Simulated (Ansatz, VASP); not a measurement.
**AlN: VASP beside Ansatz**

File INCAR:

```
SYSTEM = AlN
  ALGO = Normal
  EDIFF = 1E-6
  ENCUT = 520
  GGA = PE
  ISIF = 2
  ISMEAR = -1
  LASPH = .True.
  LCHARG = .True.
  LELF = .True.
  LREAL = .False.
  LVHAR = .True.
  LWAVE = .False.
  NBANDS = 11
  NELM = 100
  PREC = Accurate
  SIGMA = 0.02
```

File KPOINTS:

```
k-points
0
Gamma
  10 10 10
  0 0 0
```

POSCAR

```
AlN
1.0
    0.0000000000      1.9845714768      1.9845714768
    1.9845714768      0.0000000000      1.9845714768
    1.9845714768      1.9845714768      0.0000000000
Al N
1 1
Direct
    0.0000000000      0.0000000000      0.0000000000
    0.5000000000      0.5000000000      0.5000000000
```

Input for Ansatz:

```yaml
crystal:
  lattice:
    - [0.0, 1.9845714768, 1.9845714768]
    - [1.9845714768, 0.0, 1.9845714768]
    - [1.9845714768, 1.9845714768, 0.0]
  atoms:
    - { symbol: Al, position: [0.0, 0.0, 0.0] }
    - { symbol: "N", position: [0.5, 0.5, 0.5] }
kpoints:
  mp_grid: { grid: [10, 10, 10] }
  band_path:
    path:
      - [0.0, 0.0, 0.0]
      - [0.5, 0.0, 0.5]
      - [0.625, 0.25, 0.625]
      - [0.375, 0.375, 0.75]
      - [0.0, 0.0, 0.0]
      - [0.5, 0.5, 0.5]
      - [0.5, 0.25, 0.75]
      - [0.5, 0.0, 0.5]
    npoints: 5
scf:
  occupations: { method: fermi_dirac, width: 0.02 }
hamiltonian:
  xc: pbe
  pseudopotentials: { kind: all_electron, lapw: { basis_error: 0.001 } }
output:
  forces: true
  stress: true
  eigenvalues: true
```

Change from the starting cell: volume scaled by 1.01.

Alike in both runs: task single point; functional PBE; k mesh 10 × 10 × 10; occupations fermi-dirac, width 0.02 eV; no spin polarisation.

|  | VASP | Ansatz |
| --- | --- | --- |
| version | VASP 6.6.1 | Ansatz 0.2.0 |
| potentials or method | VASP PAW PBE potentials, release 64 (Al, N) | all-electron LAPW, scalar-relativistic |
| plane-wave cutoff (eV) | 520 | see its input |

VASP gave:

| Property | Result |
| --- | --- |
| gap on the k mesh at the Fermi level (eV) | 5.15 |
| pressure (GPa) | 21.8 |

**Question.** What did Ansatz give for the same quantities?

**Answer.** gap on the k mesh at the Fermi level (eV): 5.17; pressure (GPa): 22.1.

Ansatz ran all-electron here, so the differences hold the error of VASP's frozen core and of both bases.

Caveats: so large a pressure means that the cell lies far from this level's equilibrium, or that cutoff or potentials fall short (VASP). A k mesh can miss the band edges.
